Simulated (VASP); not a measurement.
**Nb: elastic constants with PBE**

The system is Nb.

```
CELL_PARAMETERS angstrom
-1.66395 1.66395 1.66395
1.66395 -1.66395 1.66395
1.66395 1.66395 -1.66395
ATOMIC_POSITIONS crystal
Nb 0.00000 0.00000 0.00000
```

```yaml
Program: VASP 6.6.1
Task: elastic constants
Functional: PBE
Potentials_or_basis: VASP PAW PBE potentials, release 64 (Nb_sv)
Cutoff: 600 eV
k_mesh: 8 × 8 × 8
Occupations: fermi-dirac, width 0.05 eV
Spin: no spin polarisation
Ions_in_elastic_constants: relaxed
Further_INCAR_settings: ALGO = Normal; EDIFF = 1e-08; IBRION = 6; POTIM = 0.015; NSW = 1; ISIF = 3
```

- Relaxed volume: 18.15 Å³/atom
- Relaxed cell: a = 2.867 Å, b = 2.867 Å, c = 2.867 Å, α = 109.47°, β = 109.47°, γ = 109.47°
- Space group after relaxing (to 0.05 Å): Im-3m (No. 229)
- Elastic constants C11, C12, C44: 271, 130, 44 GPa
- Voigt bulk modulus: 177 GPa

Step by step:
| step | energy change (eV) | largest force (eV/Å) | pressure (GPa) | volume (Å³) |
| --- | --- | --- | --- | --- |
| 1 | 0.0000 | 0.0000 | -2.62 | 18.43 |
| 2 | 0.0060 | 0.0000 | 5.35 | 17.64 |
| 3 | -0.0023 | 0.0000 | -0.02 | 18.15 |

Final structure:
```
Nb
1.0
    -1.65555    1.65555    1.65555
     1.65555   -1.65555    1.65555
     1.65555    1.65555   -1.65555
Nb
1
Direct
  0.00000 0.00000 0.00000
```

Elastic tensor in Voigt notation (GPa, in the Cartesian axes of the cell as first typed):
```
271 130 130   0   0   0
130 271 130   0   0   0
130 130 271   0   0   0
  0   0   0  44   0   0
  0   0   0   0  44   0
  0   0   0   0   0  44
```

Clamped-ion elastic tensor (GPa):
```
271 130 130   0   0   0
130 271 130   0   0   0
130 130 271   0   0   0
  0   0   0  44   0   0
  0   0   0   0  44   0
  0   0   0   0   0  44
```

It took 100 s on 1 thread of Intel(R) Xeon(R) 6975P-C (Granite Rapids), on a shared host, peak memory 0.19 GiB.
